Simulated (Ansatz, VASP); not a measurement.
Two plane-wave programs on Se

```
Se
1.0
     1.99803    1.15356    1.64092
    -1.99803    1.15356    1.64092
     0.00000   -2.30712    1.64092
Se
1
Direct
  0.00000 0.00000 0.00000
```

Alike in both runs: functional r2SCAN; k mesh 16 × 16 × 16; occupations gaussian, width 0.05 eV; no spin polarisation.

Ansatz relaxed the structure, and its values are those at the end. VASP's run is a single point on that final structure, the one shown.

|  | VASP | Ansatz |
| --- | --- | --- |
| version | VASP 6.6.1 | Ansatz 0.2.0 |
| potentials or method | VASP PAW PBE potentials, release 64 (Se) | scalar-relativistic, plane waves, PAW |
| plane-wave cutoff (eV) | 520 | 500 |
| valence electrons in the cell | 6 | 16 |

Ansatz gave:

```
gap on the k mesh at the Fermi level (eV) : none
pressure (GPa)                            : -1.3
```

Problem. What did VASP give for the same quantities?

Solution. gap on the k mesh at the Fermi level (eV): none; pressure (GPa): -1.4.

A gap of «none» marks a metal or a gap that the smearing closes. With one functional, cell and mesh, what is left measures potentials, basis and numerics. The two sets of potentials don't hold the same shells in valence.

Caveats: the PAW data sets were made with another functional, which shifts forces and pressure a little (VASP).
